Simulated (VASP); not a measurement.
# Ho (P6_3/mmc) in VASP: a series of runs

Runs on Ho. Level: PBE. Tasks: single point.

All numbers are computed with VASP 6.6.1; they aren't measurements. Logs are shortened: lines on timing, memory, paths and dates and some standing lists are left out, and cuts for length are marked.

## (1) The structure

It takes space group P6_3/mmc (No. 194, hexagonal). Conventional cell: a = 3.577 Å, b = 3.577 Å, c = 5.616 Å, α = 90.00°, β = 90.00°, γ = 120.00°. Ho (site symmetry -6m2) has 12 Ho at 3.49 to 3.58 Å as nearest neighbours.

## (2) Single point, PBE, collinear spin, ferromagnetic start

Contents of INCAR:

```
ADDGRID = False ; ALGO = Normal
EDIFF = 1E-6 ; ENCUT = 220
GGA = PE ; ISIF = 2
ISMEAR = 1 ; ISPIN = 2
LASPH = True ; LCHARG = False
LMAXMIX = 6 ; LORBIT = 11
LREAL = False ; LWAVE = False
MAGMOM = 4 4 ; NELM = 100
PREC = Accurate ; SIGMA = 0.1
```

Contents of KPOINTS:

```
k-points
0
Gamma
  9 9 5
```

Contents of POSCAR:

```
Ho
1.0
    3.5773000000      0.0000000000      0.0000000000
   -1.7886500000      3.0980326770      0.0000000000
    0.0000000000      0.0000000000      5.6158000000
Ho
2
Direct
    0.6666666667      0.3333333333      0.7500000000
    0.3333333333      0.6666666667      0.2500000000
```

Potentials or basis: VASP PAW PBE potentials, release 64 (Ho).

The run is started by

```sh
$ cat potpaw_PBE.64/Ho/POTCAR > POTCAR
$ mpirun -np 1 vasp_std > vasp.out
```

OUTCAR:

```text
EDIFF = 1E-6
   ENCUT = 220
   GGA = PE
   ISIF = 2
   ISMEAR = 1
   ISPIN = 2
   LASPH = True
   LORBIT = 11
   LREAL = False
   NELM = 100
   PREC = Accurate

 Found     36 irreducible k-points:

 Following reciprocal coordinates:
            Coordinates               Weight
  0.000000  0.000000  0.000000      1.000000
  0.111111  0.000000  0.000000      6.000000
  0.222222  0.000000  0.000000      6.000000
  0.333333  0.000000  0.000000      6.000000
  0.444444  0.000000  0.000000      6.000000
  0.111111  0.111111  0.000000      6.000000
   k-points           NKPTS =     36   k-points in BZ     NKDIM =     36   number of bands    NBANDS=     29
   number of dos      NEDOS =    301   number of ions     NIONS =      2
   total plane-waves  NPLWV =   9072
   dimension x,y,z NGX =    18 NGY =   18 NGZ =   28
   dimension x,y,z NGXF=    36 NGYF=   36 NGZF=   56
   ions per type =               2
   NGX,Y,Z   is equivalent  to a cutoff of   8.37,  8.37,  8.29 a.u.
   NGXF,Y,Z  is equivalent  to a cutoff of  16.73, 16.73, 16.58 a.u.
 SYSTEM =  unknown system
   PREC   = accura    normal or accurate (medium, high low for compatibility)
   ISTART =      0    job   : 0-new  1-cont  2-samecut
   ICHARG =      2    charge: 1-file 2-atom 10-const
   ISPIN  =      2    spin polarized calculation?
   LNONCOLLINEAR =      F non collinear calculations
   LSORBIT =      F    spin-orbit coupling
   LASPH  =      T    aspherical Exc in radial PAW
   ENCUT  =  220.0 eV  16.17 Ry    4.02 a.u.   4.33  4.33  6.79*2*pi/ulx,y,z
   NELM   =    100;   NELMIN=  2; NELMDL= -5     # of ELM steps
   EDIFF  = 0.1E-05   stopping-criterion for ELM
   LREAL  =      F    real-space projection
   EDIFFG = 0.1E-04   stopping-criterion for IOM
   NSW    =      0    number of steps for IOM
   IBRION =     -1    ionic relax: 0-MD 1-quasi-New 2-CG
   NFREE  =      0    steps in history (QN), initial steepest desc. (CG)
   ISIF   =      2    stress and relaxation
   ISYM   =      2    0-nonsym 1-usesym 2-fastsym
   POTIM  = 0.5000    time-step for ionic-motion
   TEBEG  =    0.0;   TEEND  =   0.0 temperature during run
   PSTRESS=    0.0 pullay stress
   NELECT =      42.0000    total number of electrons
   NUPDOWN=      -1.0000    fix difference up-down
   EMIN   =  10.00;   EMAX   =-10.00  energy-range for DOS
   EFERMI =   0.00;   METHOD = LEGACY
   ISMEAR =     1;   SIGMA  =   0.10  broadening in eV -4-tet -1-fermi 0-gaus
   EFERMI_NEDOS =   21; number of points for ismear=-14 and -15
   IALGO  =     38    algorithm
   IMIX   =      4    mixing-type and parameters
     AMIX     =   0.40;   BMIX     =  1.00
     AMIX_MAG =   1.60;   BMIX_MAG =  1.00
  volume/ion in A,a.u.               =      31.12       210.00
  Fermi-wavevector in a.u.,A,eV,Ry     =   1.435953  2.713558 28.054688  2.061961
  Thomas-Fermi vector in A             =   2.555195
   LORBIT       =     11    0 simple, 1 ext, 2 COOP (PROOUT), +10 PAW based schemes
   GGA     = PE    functional components
   LHFCALC =     F    Hartree Fock is set to
   AEXX    =    0.0000 exact exchange contribution
   IVDW    =     0    specifies the selected vdW correction
   LEPSILON=     F    determine dielectric tensor
   LRPA    =     F    only Hartree local field effects (RPA)
 spin polarized calculation
 Methfessel and Paxton  Order N= 1 SIGMA  =   0.10
  energy-cutoff  :      220.00
  volume of cell :       62.24
 maximum number of plane-waves:       482
 NGX is ok and might be reduce to    18
   NGX =  9   NGY =  9   NGZ = 13

 number of electron      41.9999963 magnetization       7.3650707

 Free energy of the ion-electron system (eV)
  ---------------------------------------------------
  ext. energy  EPLUGINS =         0.00000000
  ---------------------------------------------------
  free energy    TOTEN  =       -11.88537879 eV

  energy without entropy =      -11.87913778  energy(sigma->0) =      -11.88329846

 E-fermi :   2.6166     XC(G=0): -10.1708

 val. band max:        2.6161809413   @ k =   0.3333   0.1111   0.4000
 cond. band min:       2.6218706621   @ k =   0.3333   0.1111   0.0000
 fundamental gap:      0.0056897208
 Fermi energy:         2.6165651534

 spin component 1

 k-point     1 :       0.0000    0.0000    0.0000
  band No.  band energies     occupation
      1     -45.8154      1.00000
      2     -45.7550      1.00000
      3     -21.1557      1.00000
      4     -20.4322      1.00000
      5     -20.3781      1.00000
      6     -20.3781      1.00000
[... 21 lines left out ...]
     28       5.0629      0.00000
     29       5.5086      0.00000

 k-point     2 :       0.1111    0.0000    0.0000
  band No.  band energies     occupation
      1     -45.8102      1.00000
      2     -45.7535      1.00000
      3     -21.1321      1.00000
      4     -20.4626      1.00000
      5     -20.4237      1.00000
      6     -20.4128      1.00000
[... 21 lines left out ...]
     28       5.1605      0.00000
     29       5.5307      0.00000

 k-point     3 :       0.2222    0.0000    0.0000
  band No.  band energies     occupation
      1     -45.7974      1.00000
      2     -45.7499      1.00000
      3     -21.0706      1.00000
      4     -20.5964      1.00000
      5     -20.4796      1.00000
      6     -20.4748      1.00000
[... 21 lines left out ...]
     28       5.0733      0.00000
     29       5.1904      0.00000

 k-point     4 :       0.3333    0.0000    0.0000
  band No.  band energies     occupation
      1     -45.7812      1.00000
      2     -45.7469      1.00000
      3     -20.9769      1.00000
      4     -20.7597      1.00000
      5     -20.6417      1.00000
      6     -20.5324      1.00000
[... 21 lines left out ...]
     28       4.6284      0.00000
     29       4.7167      0.00000

 k-point     5 :       0.4444    0.0000    0.0000
  band No.  band energies     occupation
      1     -45.7689      1.00000
      2     -45.7468      1.00000
      3     -20.8746      1.00000
      4     -20.8721      1.00000
      5     -20.7237      1.00000
      6     -20.6013      1.00000
[... 21 lines left out ...]
     28       4.4491     -0.00000
     29       5.0380      0.00000

 k-point     6 :       0.1111    0.1111    0.0000
  band No.  band energies     occupation
      1     -45.8014      1.00000
      2     -45.7509      1.00000
      3     -21.0912      1.00000
      4     -20.5457      1.00000
      5     -20.4896      1.00000
      6     -20.4602      1.00000
[... 21 lines left out ...]
     28       5.0548      0.00000
     29       5.5014      0.00000

 [... further k-points ...]

 spin component 2

 k-point     1 :       0.0000    0.0000    0.0000
  band No.  band energies     occupation
      1     -44.2068      1.00000
      2     -44.1383      1.00000
      3     -20.0258      1.00000
      4     -19.2494      1.00000
      5     -19.2494      1.00000
      6     -19.2232      1.00000
[... 21 lines left out ...]
     28       5.5620      0.00000
     29       5.9796      0.00000

 k-point     2 :       0.1111    0.0000    0.0000
  band No.  band energies     occupation
      1     -44.2005      1.00000
      2     -44.1370      1.00000
      3     -19.9994      1.00000
      4     -19.3357      1.00000
      5     -19.2928      1.00000
      6     -19.2107      1.00000
[... 21 lines left out ...]
     28       5.6196      0.00000
     29       6.0531      0.00000

 k-point     3 :       0.2222    0.0000    0.0000
  band No.  band energies     occupation
      1     -44.1861      1.00000
      2     -44.1329      1.00000
      3     -19.9277      1.00000
      4     -19.4873      1.00000
      5     -19.3591      1.00000
      6     -19.3416      1.00000
[... 21 lines left out ...]
     28       5.5189      0.00000
     29       5.6306      0.00000

 k-point     4 :       0.3333    0.0000    0.0000
  band No.  band energies     occupation
      1     -44.1679      1.00000
      2     -44.1296      1.00000
      3     -19.8215      1.00000
      4     -19.6690      1.00000
      5     -19.5387      1.00000
      6     -19.3911      1.00000
[... 21 lines left out ...]
     28       5.0646      0.00000
     29       5.1294      0.00000

 k-point     5 :       0.4444    0.0000    0.0000
  band No.  band energies     occupation
      1     -44.1542      1.00000
      2     -44.1292      1.00000
      3     -19.7916      1.00000
      4     -19.7114      1.00000
      5     -19.6296      1.00000
      6     -19.4214      1.00000
[... 21 lines left out ...]
     28       4.8411      0.00000
     29       5.4396      0.00000

 k-point     6 :       0.1111    0.1111    0.0000
  band No.  band energies     occupation
      1     -44.1907      1.00000
      2     -44.1340      1.00000
      3     -19.9512      1.00000
      4     -19.4283      1.00000
      5     -19.3693      1.00000
      6     -19.2772      1.00000
[... 21 lines left out ...]
     28       5.5002      0.00000
     29       5.9556      0.00000

 [... further k-points ...]

------------------------ aborting loop because EDIFF is reached ----------------------------------------

  FORCE on cell =-STRESS in cart. coord.  units (eV):
  Direction    XX          YY          ZZ          XY          YZ          ZX
  --------------------------------------------------------------------------------------
  -------------------------------------------------------------------------------------
  Total       -9.3360461     -9.3360461     -8.8843248      0.0000000      0.0000000      0.0000000
  in kB     -240.3369686   -240.3369686   -228.7083502      0.0000000      0.0000000      0.0000000
  external PRESSURE =    -236.4607625 kB  Pullay stress =       0.0000000 kB

 VOLUME and BASIS-vectors are now :
 -----------------------------------------------------------------------------
  energy-cutoff  :      220.00
  volume of cell :       62.24
      direct lattice vectors                 reciprocal lattice vectors
     3.577300000  0.000000000  0.000000000     0.279540436  0.161392746  0.000000000
    -1.788650000  3.098032677  0.000000000     0.000000000  0.322785491  0.000000000
     0.000000000  0.000000000  5.615800000     0.000000000  0.000000000  0.178069020

 POSITION                                       TOTAL-FORCE (eV/Angst)
 -----------------------------------------------------------------------------------
      1.78865      1.03268      4.21185         0.000000      0.000000     -0.000000
     -0.00000      2.06536      1.40395        -0.000000     -0.000000      0.000000
 -----------------------------------------------------------------------------------
    total drift:                               -0.000000      0.000000     -0.000000

  FREE ENERGIE OF THE ION-ELECTRON SYSTEM (eV)
  ---------------------------------------------------
  free  energy   TOTEN  =       -11.8853787920 eV

  energy  without entropy=      -11.8791377833  energy(sigma->0) =      -11.88329846

 total charge

# of ion       s       p       d       f       tot
--------------------------------------------------
    1        2.120   5.902   0.453  10.270  18.745
    2        2.120   5.902   0.453  10.270  18.745
--------------------------------------------------
tot          4.240  11.804   0.906  20.539  37.489

 magnetization (x)

# of ion       s       p       d       f       tot
--------------------------------------------------
    1        0.004  -0.014   0.055   3.517   3.562
    2        0.004  -0.014   0.055   3.517   3.562
--------------------------------------------------
tot          0.008  -0.028   0.110   7.035   7.125
```

Run time: 54 s. Hardware: 1 thread of Intel Xeon 6975P-C (Granite Rapids), shared host; peak memory 0.16 GiB.

The run converged, but a check on its numbers failed (symmetry, net force, bounds or a known fault of this set-up), so they aren't taken as properties of the crystal.

Caveat: the cutoff lies under the usual one of these potentials, so the numbers hold a large basis-set error; the magnetic or orbital state may not be the lowest; spin-orbit coupling is left out, which moves the levels of the heavy elements.

## (3) Single point, PBE, collinear spin, ferromagnetic start

INCAR, as its differences from that of step 2:

```diff
@@ -1,3 +1,3 @@
 ADDGRID = False ; ALGO = Normal
-EDIFF = 1E-6 ; ENCUT = 220
+EDIFF = 1E-6 ; ENCUT = 460
 GGA = PE ; ISIF = 2
```

Contents of KPOINTS:

```
k-points
0
Gamma
  6 6 4
```

POSCAR is that of step 2.

Potentials or basis: VASP PAW PBE potentials, release 64 (Ho).

The run is started by

```sh
$ cat potpaw_PBE.64/Ho/POTCAR > POTCAR
$ mpirun -np 1 vasp_std > vasp.out
```

Wall time 2.8 min (1 thread of Intel Xeon 6975P-C (Granite Rapids), shared host); peak memory 0.24 GiB.

The run converged, but some of its settings lie outside the range that counts as converged, so its numbers aren't taken as properties of the crystal.

What came out:

* Free energy: -12.9378 eV
* Pressure: 1.8 GPa
* Band gap on the k mesh: none (metal or under the smearing width)
* Net moment: 7.41 μB per cell
* Site moments: Ho +3.53 μB
* Valence electrons inside the program's atomic spheres: Ho 18.57

Caveat: the magnetic or orbital state may not be the lowest; spin-orbit coupling is left out, which moves the levels of the heavy elements.

## (4) Single point, PBE, collinear spin, ferromagnetic start

INCAR, as its differences from that of step 3:

```diff
@@ -1,3 +1,3 @@
 ADDGRID = False ; ALGO = Normal
-EDIFF = 1E-6 ; ENCUT = 460
+EDIFF = 1E-6 ; ENCUT = 520
 GGA = PE ; ISIF = 2
```

KPOINTS is that of step 3.

POSCAR is that of step 3.

The run is started by

```sh
$ cat potpaw_PBE.64/Ho/POTCAR > POTCAR
$ mpirun -np 1 vasp_std > vasp.out
```

It took 1.9 min on 1 thread of Intel Xeon 6975P-C (Granite Rapids), shared host; peak memory 0.24 GiB.

These settings aren't checked as converged: the numbers below hold their error.

Results:

| Property | Result |
| --- | --- |
| Free energy | -12.9474 eV |
| Pressure | 2.5 GPa |
| Band gap on the k mesh | none (metal or under the smearing width) |
| Net moment | 7.40 μB per cell |
| Site moments | Ho +3.52 μB |
| Valence electrons inside the program's atomic spheres | Ho 18.57 |

Caveat: the magnetic or orbital state may not be the lowest; spin-orbit coupling is left out, which moves the levels of the heavy elements.
